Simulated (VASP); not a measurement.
# CdTe (F-43m) in VASP: single point with PBEsol

Aim: the single point of CdTe with PBEsol.

Program: VASP 6.6.1. These are calculated values, not measurements. Logs are shortened: lines on timing, memory, paths and dates and some standing lists are left out, and cuts for length are marked.

## 1. The structure

The structure is cubic, space group F-43m (No. 216). The conventional cell has a = 6.495 Å, b = 6.495 Å, c = 6.495 Å, α = 90.00°, β = 90.00°, γ = 90.00°. Cd (site symmetry -43m) is surrounded by 4 Te at 2.81 Å. Te (site symmetry -43m) is surrounded by 4 Cd at 2.81 Å.

The cell is a database's computed one.

## 2. Single point, PBEsol, non-collinear spin, zero start, spin-orbit coupling

Contents of INCAR:

```
PREC = Accurate
ENCUT = 520
EDIFF = 1E-6
ISMEAR = 0
SIGMA = 0.02
LREAL = F
LASPH = T
NELM = 60
ALGO = Fast
ISIF = 2
LWAVE = F
LCHARG = F
MAGMOM = 0 0 0 0 0 0
LORBIT = 11
LSORBIT = T
GGA_COMPAT = F
GGA = PS
NBANDS = 30
```

Contents of KPOINTS:

```
Automatic mesh
0
Gamma
  10 10 10
```

Contents of POSCAR:

```
CdTe
1.0
    0.0000000000      3.2476700000      3.2476700000
    3.2476700000      0.0000000000      3.2476700000
    3.2476700000      3.2476700000      0.0000000000
Cd Te
1 1
Direct
    0.0000000000      0.0000000000      0.0000000000
    0.7500000000      0.7500000000      0.7500000000
```

Potentials or basis: VASP PAW PBE potentials, release 64 (Cd, Te).

Run with:

```bash
$ cat potpaw_PBE.64/Cd/POTCAR potpaw_PBE.64/Te/POTCAR > POTCAR
$ mpirun -np 1 vasp_ncl > vasp.out
```

OUTCAR:

```text
PREC = Accurate
   ENCUT = 520
   EDIFF = 1E-6
   ISMEAR = 0
   LREAL = F
   LASPH = T
   NELM = 60
   ISIF = 2
   LORBIT = 11
   LSORBIT = T
   GGA = PS

 ion  position               nearest neighbor table
   1  0.000  0.000  0.000-   2 2.81   2 2.81   2 2.81   2 2.81
   2  0.750  0.750  0.750-   1 2.81   1 2.81   1 2.81   1 2.81

  LATTYP: Found a face centered cubic cell.
 ALAT       =     6.4953400000

  Lattice vectors:

 A1 = (   0.0000000000,   3.2476700000,   3.2476700000)
 A2 = (   3.2476700000,   0.0000000000,   3.2476700000)
 A3 = (   3.2476700000,   3.2476700000,   0.0000000000)

Analysis of symmetry for initial positions (statically):
=====================================================================
 Subroutine PRICEL returns:
 Original cell was already a primitive cell.

 Routine SETGRP: Setting up the symmetry group for a
 face centered cubic supercell.

 Subroutine GETGRP returns: Found 24 space group operations
 (whereof 24 operations were pure point group operations)
 out of a pool of 48 trial point group operations.

The static configuration has the point symmetry T_d .

Analysis of symmetry for dynamics (positions and initial velocities):
=====================================================================
 Subroutine PRICEL returns:
 Original cell was already a primitive cell.

 Routine SETGRP: Setting up the symmetry group for a
 face centered cubic supercell.

 Subroutine GETGRP returns: Found 24 space group operations
 (whereof 24 operations were pure point group operations)
 out of a pool of 48 trial point group operations.

The dynamic configuration has the point symmetry T_d .

Analysis of structural, dynamic, and magnetic symmetry:
=====================================================================
 Subroutine PRICEL returns:
 Original cell was already a primitive cell.

 Routine SETGRP: Setting up the symmetry group for a
 face centered cubic supercell.

 Subroutine GETGRP returns: Found 24 space group operations
 (whereof 24 operations were pure point group operations)
 out of a pool of 48 trial point group operations.

The overall configuration has the point symmetry T_d .

 Subroutine INISYM returns: Found 24 space group operations
 (whereof 24 operations are pure point group operations),
 and found     1 'primitive' translations

----------------------------------------------------------------------------------------

                                     Primitive cell

  volume of cell :      68.5087

  direct lattice vectors                    reciprocal lattice vectors
     0.000000000  3.247670000  3.247670000    -0.153956529  0.153956529  0.153956529
     3.247670000  0.000000000  3.247670000     0.153956529 -0.153956529  0.153956529
     3.247670000  3.247670000  0.000000000     0.153956529  0.153956529 -0.153956529

  length of vectors
     4.592898960  4.592898960  4.592898960     0.266660530  0.266660530  0.266660530

  position of ions in fractional coordinates (direct lattice)
     0.000000000  0.000000000  0.000000000
     0.750000000  0.750000000  0.750000000

  ion indices of the primitive-cell ions
   primitive index   ion index
                 1           1
                 2           2

----------------------------------------------------------------------------------------

 KPOINTS: Automatic mesh

Automatic generation of k-mesh.
 Grid dimensions read from file:
 generate k-points for:   10   10   10

 Generating k-lattice:

  Cartesian coordinates                     Fractional coordinates (reciprocal lattice)
    -0.015395653  0.015395653  0.015395653     0.100000000  0.000000000  0.000000000
     0.015395653 -0.015395653  0.015395653     0.000000000  0.100000000  0.000000000
     0.015395653  0.015395653 -0.015395653     0.000000000  0.000000000  0.100000000

  Length of vectors
     0.026666053  0.026666053  0.026666053

  Shift w.r.t. Gamma in fractional coordinates (k-lattice)
     0.000000000  0.000000000  0.000000000

 Subroutine IBZKPT returns following result:
 ===========================================

 Found     73 irreducible k-points:

 Following reciprocal coordinates:
            Coordinates               Weight
  0.000000  0.000000  0.000000      1.000000
  0.100000  0.000000  0.000000      4.000000
 -0.100000  0.000000  0.000000      4.000000
  0.200000  0.000000  0.000000      4.000000
 -0.200000  0.000000  0.000000      4.000000
  0.300000  0.000000  0.000000      4.000000
[... 16 lines left out ...]
  0.300000 -0.100000  0.000000     12.000000
 -0.200000  0.100000  0.000000     12.000000
 [... further k-points ...]
   k-points           NKPTS =     73   k-points in BZ     NKDIM =     73   number of bands    NBANDS=     30
   number of dos      NEDOS =    301   number of ions     NIONS =      2
   total plane-waves  NPLWV =  46656
   dimension x,y,z NGX =    36 NGY =   36 NGZ =   36
   dimension x,y,z NGXF=    72 NGYF=   72 NGZF=   72
   ions per type =               1   1
   NGX,Y,Z   is equivalent  to a cutoff of  13.03, 13.03, 13.03 a.u.
   NGXF,Y,Z  is equivalent  to a cutoff of  26.06, 26.06, 26.06 a.u.
 SYSTEM =  unknown system
   PREC   = accura    normal or accurate (medium, high low for compatibility)
   ISTART =      0    job   : 0-new  1-cont  2-samecut
   ICHARG =      2    charge: 1-file 2-atom 10-const
   ISPIN  =      1    spin polarized calculation?
   LNONCOLLINEAR =      T non collinear calculations
   LSORBIT =      T    spin-orbit coupling
   LASPH  =      T    aspherical Exc in radial PAW
   ENCUT  =  520.0 eV  38.22 Ry    6.18 a.u.   8.54  8.54  8.54*2*pi/ulx,y,z
   NELM   =     60;   NELMIN=  2; NELMDL= -5     # of ELM steps
   EDIFF  = 0.1E-05   stopping-criterion for ELM
   LREAL  =      F    real-space projection
   EDIFFG = 0.1E-04   stopping-criterion for IOM
   NSW    =      0    number of steps for IOM
   IBRION =     -1    ionic relax: 0-MD 1-quasi-New 2-CG
   NFREE  =      0    steps in history (QN), initial steepest desc. (CG)
   ISIF   =      2    stress and relaxation
   ISYM   =      2    0-nonsym 1-usesym 2-fastsym
   POTIM  = 0.5000    time-step for ionic-motion
   TEBEG  =    0.0;   TEEND  =   0.0 temperature during run
   PSTRESS=    0.0 pullay stress
   NELECT =      18.0000    total number of electrons
   NUPDOWN=      -1.0000    fix difference up-down
   EMIN   =  10.00;   EMAX   =-10.00  energy-range for DOS
   EFERMI =   0.00;   METHOD = LEGACY
   ISMEAR =     0;   SIGMA  =   0.02  broadening in eV -4-tet -1-fermi 0-gaus
   EFERMI_NEDOS =   21; number of points for ismear=-14 and -15
   IALGO  =     68    algorithm
   IMIX   =      4    mixing-type and parameters
     AMIX     =   0.40;   BMIX     =  1.00
     AMIX_MAG =   1.60;   BMIX_MAG =  1.00
  volume/ion in A,a.u.               =      34.25       231.16
  Fermi-wavevector in a.u.,A,eV,Ry     =   1.048537  1.981448 14.958652  1.099430
  Thomas-Fermi vector in A             =   2.183463
   LORBIT       =     11    0 simple, 1 ext, 2 COOP (PROOUT), +10 PAW based schemes
   GGA     = PS    functional components
   LHFCALC =     F    Hartree Fock is set to
   AEXX    =    0.0000 exact exchange contribution
   IVDW    =     0    specifies the selected vdW correction
   LEPSILON=     F    determine dielectric tensor
   LRPA    =     F    only Hartree local field effects (RPA)
 RMM-DIIS sequential band-by-band and
 Gauss-broadening in eV      SIGMA  =   0.02
  energy-cutoff  :      520.00
  volume of cell :       68.51
 maximum number of plane-waves:      3726
 NGX is ok and might be reduce to    36
   NGX = 17   NGY = 17   NGZ = 17

 number of electron      17.9999998 magnetization       0.0000000      0.0000000      0.0000000

 number of electron      17.9999998 magnetization      -0.0000000     -0.0000000     -0.0000000

 number of electron      17.9999998 magnetization       0.0000000     -0.0000000      0.0000000

 number of electron      17.9999998 magnetization       0.0000000     -0.0000000     -0.0000000

 Free energy of the ion-electron system (eV)
  ---------------------------------------------------
  ext. energy  EPLUGINS =         0.00000000
  ---------------------------------------------------
  free energy    TOTEN  =        -5.61796582 eV

  energy without entropy =       -5.61796582  energy(sigma->0) =       -5.61796582

 E-fermi :   2.5274     XC(G=0):  -8.7525

 val. band max:        2.4221779200   @ k =   0.0000   0.0000   0.0000
 cond. band min:       2.7956983056   @ k =   0.0000   0.0000   0.0000
 fundamental gap:      0.3735203856
 Fermi energy:         2.5273756366

 k-point     1 :       0.0000    0.0000    0.0000
  band No.  band energies     occupation
      1      -9.0173      1.00000
      2      -9.0173      1.00000
      3      -6.3926      1.00000
      4      -6.3926      1.00000
      5      -6.3926      1.00000
      6      -6.3926      1.00000
[... 22 lines left out ...]
     29      11.4855      0.00000
     30      11.4855      0.00000
[... 728 lines left out ...]
  band No.  band energies     occupation
      1      -8.8152      1.00000
      2      -8.8113      1.00000
      3      -6.3883      1.00000
      4      -6.3646      1.00000
      5      -6.3090      1.00000
      6      -6.2549      1.00000
[... 22 lines left out ...]
     29      10.6065      0.00000
     30      10.6491      0.00000

 [... further k-points ...]

------------------------ aborting loop because EDIFF is reached ----------------------------------------

  FORCE on cell =-STRESS in cart. coord.  units (eV):
  Direction    XX          YY          ZZ          XY          YZ          ZX
  --------------------------------------------------------------------------------------
  -------------------------------------------------------------------------------------
  Total        0.0350230      0.0350230      0.0350230     -0.0000000      0.0000000      0.0000000
  in kB        0.8190638      0.8190638      0.8190638     -0.0000000      0.0000000      0.0000000
  external PRESSURE =       0.8190638 kB  Pullay stress =       0.0000000 kB

 VOLUME and BASIS-vectors are now :
 -----------------------------------------------------------------------------
  energy-cutoff  :      520.00
  volume of cell :       68.51
      direct lattice vectors                 reciprocal lattice vectors
     0.000000000  3.247670000  3.247670000    -0.153956529  0.153956529  0.153956529
     3.247670000  0.000000000  3.247670000     0.153956529 -0.153956529  0.153956529
     3.247670000  3.247670000  0.000000000     0.153956529  0.153956529 -0.153956529

 POSITION                                       TOTAL-FORCE (eV/Angst)
 -----------------------------------------------------------------------------------
      0.00000      0.00000      0.00000        -0.000000     -0.000000     -0.000000
      4.87150      4.87150      4.87150         0.000000      0.000000      0.000000
 -----------------------------------------------------------------------------------
    total drift:                               -0.000000     -0.000000     -0.000000

  FREE ENERGIE OF THE ION-ELECTRON SYSTEM (eV)
  ---------------------------------------------------
  free  energy   TOTEN  =        -5.6179658151 eV

  energy  without entropy=       -5.6179658151  energy(sigma->0) =       -5.61796582

 Spin-Orbit-Coupling matrix elements

 Ion:    1  E_soc:     -0.0612883
 l=   1
     0.0000000    -0.0032145    -0.0032145
    -0.0032145     0.0000000    -0.0032145
    -0.0032145    -0.0032145     0.0000000
 l=   2
     0.0000000    -0.0014012     0.0000000    -0.0014012    -0.0055989
    -0.0014012     0.0000000    -0.0041992    -0.0014012    -0.0013997
     0.0000000    -0.0041992     0.0000000    -0.0041992     0.0000000
    -0.0014012    -0.0014012    -0.0041992     0.0000000    -0.0013997
    -0.0055989    -0.0013997     0.0000000    -0.0013997     0.0000000
 l=   3
     0.0000000     0.0000000     0.0000000     0.0000000     0.0000000     0.0000000     0.0000000
     0.0000000     0.0000000     0.0000000     0.0000000     0.0000000     0.0000000     0.0000000
     0.0000000     0.0000000     0.0000000     0.0000000     0.0000000     0.0000000     0.0000000
     0.0000000     0.0000000     0.0000000     0.0000000     0.0000000     0.0000000     0.0000000
     0.0000000     0.0000000     0.0000000     0.0000000     0.0000000     0.0000000     0.0000000
     0.0000000     0.0000000     0.0000000     0.0000000     0.0000000     0.0000000     0.0000000
     0.0000000     0.0000000     0.0000000     0.0000000     0.0000000     0.0000000     0.0000000

 Ion:    2  E_soc:     -0.1964974
 l=   1
     0.0000000    -0.0326749    -0.0326749
    -0.0326749     0.0000000    -0.0326749
    -0.0326749    -0.0326749     0.0000000
 l=   2
     0.0000000    -0.0000300     0.0000000    -0.0000300    -0.0000447
    -0.0000300     0.0000000    -0.0000335    -0.0000300    -0.0000112
     0.0000000    -0.0000335     0.0000000    -0.0000335     0.0000000
    -0.0000300    -0.0000300    -0.0000335     0.0000000    -0.0000112
    -0.0000447    -0.0000112     0.0000000    -0.0000112     0.0000000
 l=   3
     0.0000000     0.0000000     0.0000000     0.0000000     0.0000000     0.0000000     0.0000000
     0.0000000     0.0000000     0.0000000     0.0000000     0.0000000     0.0000000     0.0000000
     0.0000000     0.0000000     0.0000000     0.0000000     0.0000000     0.0000000     0.0000000
     0.0000000     0.0000000     0.0000000     0.0000000     0.0000000     0.0000000     0.0000000
     0.0000000     0.0000000     0.0000000     0.0000000     0.0000000     0.0000000     0.0000000
     0.0000000     0.0000000     0.0000000     0.0000000     0.0000000     0.0000000     0.0000000
     0.0000000     0.0000000     0.0000000     0.0000000     0.0000000     0.0000000     0.0000000

 total charge

# of ion       s       p       d       tot
------------------------------------------
    1        0.474   0.316   9.527  10.318
    2        1.353   2.042   0.021   3.416
--------------------------------------------------
tot          1.828   2.358   9.548  13.734

 magnetization (x)

# of ion       s       p       d       tot
------------------------------------------
    1       -0.000   0.000  -0.000   0.000
    2       -0.000  -0.000   0.000  -0.000
--------------------------------------------------
tot         -0.000   0.000  -0.000   0.000

 magnetization (y)

# of ion       s       p       d       tot
------------------------------------------
    1        0.000   0.000   0.000   0.000
    2       -0.000   0.000   0.000  -0.000
--------------------------------------------------
tot         -0.000   0.000   0.000  -0.000

 magnetization (z)

# of ion       s       p       d       tot
------------------------------------------
    1        0.000  -0.000  -0.000   0.000
    2        0.000   0.000   0.000   0.000
--------------------------------------------------
tot          0.000   0.000  -0.000   0.000
```

Wall time 3.4 min (1 thread of AMD EPYC 9R45 (Zen 5), shared host); peak memory 0.48 GiB.

Results:

| Quantity | Value |
| --- | --- |
| Free energy | -5.6180 eV |
| Pressure | 0.1 GPa |
| Net moment | 0.00 μB per cell |
| Valence electrons inside the program's atomic spheres | Cd 10.32; Te 3.42 |

Moments on the atoms (μB; x, y, z):
```
Cd  0.00 0.00 0.00
Te  0.00 0.00 0.00
```

Caveat: the PAW data sets were made with another functional, which shifts forces and pressure a little.
